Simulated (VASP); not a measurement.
Here is a VASP 6.6.1 calculation.

File INCAR:

```
SYSTEM = KI
ALGO = Normal
EDIFF = 1E-7
EDIFFG = -0.005
ENCUT = 600
IBRION = 2
ISIF = 3
ISMEAR = 0
LASPH = .True.
LCHARG = .False.
LMIXTAU = .True.
LREAL = .False.
LWAVE = .False.
METAGGA = R2SCAN
NELM = 80
NSW = 90
PREC = Accurate
SIGMA = 0.03
```

The input KPOINTS:

```
k-points
0
Gamma
  8 8 8
  0 0 0
```

The input POSCAR:

```
KI                                      
1.0
    0.0000000000      3.5505069410      3.5505069410
    3.5505069410      0.0000000000      3.5505069410
    3.5505069410      3.5505069410     -0.0000000000
  K               I             
     1     1
Direct
     0.0000000000000000    0.0000000000000000    0.0000000000000000
     0.5000000000000000    0.5000000000000000    0.5000000000000000
```

Potentials or basis: VASP PAW PBE potentials, release 64 (K_sv, I).

Launch:

```bash
$ cat potpaw_PBE.64/K_sv/POTCAR potpaw_PBE.64/I/POTCAR > POTCAR
$ mpirun -np 1 vasp_std > vasp.out
```

Task: Predict the band gap on the k mesh.

Result: 4.57 eV, direct.

Task: What does it give for the space group after relaxing (to 0.05 Å)?

Result: Fm-3m (No. 225).

Final structure:
```xyz
2
Lattice="0.0000 3.5490 3.5490 3.5490 0.0000 3.5490 3.5490 3.5490 0.0000" Properties=species:S:1:pos:R:3 pbc="T T T"
K     0.0000    0.0000    0.0000
I     3.5490    3.5490    3.5490
```

Caveat: spin-orbit coupling is left out, which moves the levels of the heavy elements. A k mesh can miss the band edges.
